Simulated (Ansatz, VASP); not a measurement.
# One calculation of Sb, two programs

```xyz
1
Lattice="3.0020 0.0000 0.0000 0.0000 3.0020 0.0000 0.0000 0.0000 3.0810" Properties=species:S:1:pos:R:3 pbc="T T T"
Sb    0.0000    0.0000    0.0000
```

Change from the starting cell: strain -0.050 along x and y, -0.025 along z, atoms carried along.

Alike in both runs: task single point; functional PBEsol; k mesh 16 × 16 × 16; occupations gaussian, width 0.15 eV; no spin polarisation.

```csv
,VASP,Ansatz
version,VASP 6.6.1,Ansatz 0.2.0
potentials or method,"VASP PAW PBE potentials, release 64 (Sb)","scalar-relativistic, plane waves, PAW"
plane-wave cutoff (eV),520,420
valence electrons in the cell,5,15
```

|  | VASP | Ansatz | Ansatz less VASP |
| --- | --- | --- | --- |
| gap on the k mesh at the Fermi level (eV) | none | none | - |
| pressure (GPa) | 2.5 | 2.3 | -0.18 |
| largest component of the traceless stress (GPa) | 2.90 | 2.86 | -0.041 |

A gap of «none» marks a metal or a gap that the smearing closes. The two sets of potentials don't hold the same shells in valence.

Caveats: the PAW data sets were made with another functional, which shifts forces and pressure a little (VASP). Spin-orbit coupling is left out, which matters for the levels of Sb.
